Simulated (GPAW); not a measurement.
# TiSi: relaxation of cell and atoms with PBEsol

Crystal: TiSi.

```
CELL_PARAMETERS angstrom
1.81618 -2.11762 0.00000
1.81618 2.11762 0.00000
0.00000 0.00000 3.80393
ATOMIC_POSITIONS crystal
Ti 0.50000 0.50000 0.00000
Si 0.00000 0.00000 0.50000
```

The cell comes from a database or a generator and needn't be the stable form of this composition.

- Program: GPAW 26.7.0
- Task: relaxation of cell and atoms
- Functional: PBEsol
- Potentials or basis: PAW data sets generated in the run's folder for this functional
- Cutoff: 600 eV
- Basis: pw
- k mesh: 8 × 8 × 6
- Occupations: fermi-dirac, width 0.05 eV
- Spin: no spin polarisation
- Maxiter: 150
- Optimizer: BFGS
- Fmax: 0.02 eV/Å
- Max steps: 60
- Convergence: density=1e-05 forces=0.0001

The relaxed volume is 14.11 Å³/atom and the relaxed cell is a = 2.729 Å, b = 2.729 Å, c = 3.813 Å, α = 90.00°, β = 90.00°, γ = 96.41°. The space group after relaxing (to 0.05 Å) is Cmmm (No. 65) and the energy gained by relaxing is 8.6 meV/atom. The ionic steps are 6. The pressure after relaxing is 0.0 GPa and the band gap on the k mesh is none (metal or under the smearing width).

Stress tensor (GPa, compression positive):
```
 0.14  0.00  0.00
 0.00  0.02  0.00
 0.00  0.00 -0.02
```

Step by step:
```csv
step,energy change (eV),largest force (eV/Å),pressure (GPa),volume (Å³)
1,0.0000,0.0000,-3.97,29.26
2,-0.0046,0.0000,-2.98,29.03
3,-0.0106,0.0000,0.45,28.30
4,-0.0113,0.0000,0.51,28.27
5,-0.0168,0.0000,0.35,28.18
6,-0.0171,0.0000,0.04,28.23
```

Final structure:
```
Ti Si
1.0
     1.81914   -2.03482    0.00000
     1.81914    2.03482    0.00000
     0.00000    0.00000    3.81271
Ti Si
1 1
Direct
  0.50000 0.50000 0.00000
  0.00000 0.00000 0.50000
```

Levels at points of the mesh, in eV from the Fermi level:
```csv
k point,band 6,band 7,band 8,band 9,band 10,band 11
"(0.00, 0.00, 0.00)",-2.66,-2.00,-1.36,1.79,2.30,3.18
"(0.00, 0.00, 0.50)",-6.73,-1.07,0.35,0.82,1.60,3.24
"(0.50, 0.00, 0.00)",-6.63,-3.15,-0.86,1.55,2.47,4.43
"(0.50, 0.00, 0.50)",-5.13,-2.69,-1.81,1.26,1.71,2.02
"(0.50, 0.50, 0.00)",-3.66,-1.95,-1.37,-1.03,-0.56,2.74
"(0.50, 0.50, 0.50)",-4.05,-3.75,-2.82,2.16,2.27,2.95
```

Run time: 97 s on 1 thread of Arm Neoverse V2, on a shared host, peak memory 0.27 GiB.

Caveat: later steps reuse the first step's grids.
